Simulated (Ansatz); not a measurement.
# W under changes of volume

One of the cells (16.731 Å³/atom); the others are scaled copies at fixed shape and fractional positions:

```
W
1.0
     0.00000    2.03000    2.03000
     2.03000    0.00000    2.03000
     2.03000    2.03000    0.00000
W
1
Direct
  0.00000 0.00000 0.00000
```

This isn't the form of W at room conditions, which is bcc.

- Program: Ansatz 0.2.0
- Functional: LDA
- Potentials or basis: Ansatz PAW
- Cutoff: 420 eV (not typed: the program's choice for these potentials)
- k mesh: 11 × 11 × 11
- Occupations: fermi-dirac, width 0.05 eV
- Spin: no spin polarisation

```csv
volume (Å³/atom),energy over the lowest point (meV/atom),pressure (GPa)
15.727,0.00,-0.2
16.062,7.15,-6.6
16.396,27.21,-12.4
16.731,?,?
17.065,100.79,-22.3
17.400,151.95,-26.5
17.735,211.33,-30.1
```

**Question.** What does the run at 16.731 Å³/atom give?

**Answer.** Energy over the lowest point 58.83 meV/atom; pressure -17.7 GPa.

Worked out: A Birch-Murnaghan fit of order 3 (a polynomial in V^(-2/3)) to the other rows has its minimum at 15.72 Å³/atom, just outside them, with B0 = V·E''(V) = 328 GPa and B' = 4.4. It gives 58.91 meV/atom at 16.731 Å³/atom, against the run's 58.83, and -dE/dV = -17.7 GPa, against -17.7.

Energies are extrapolated to zero smearing.

Caveats: the PAW data sets come from PBE, with cores solved anew for the run's functional, which leaves a small shift of forces and pressure.
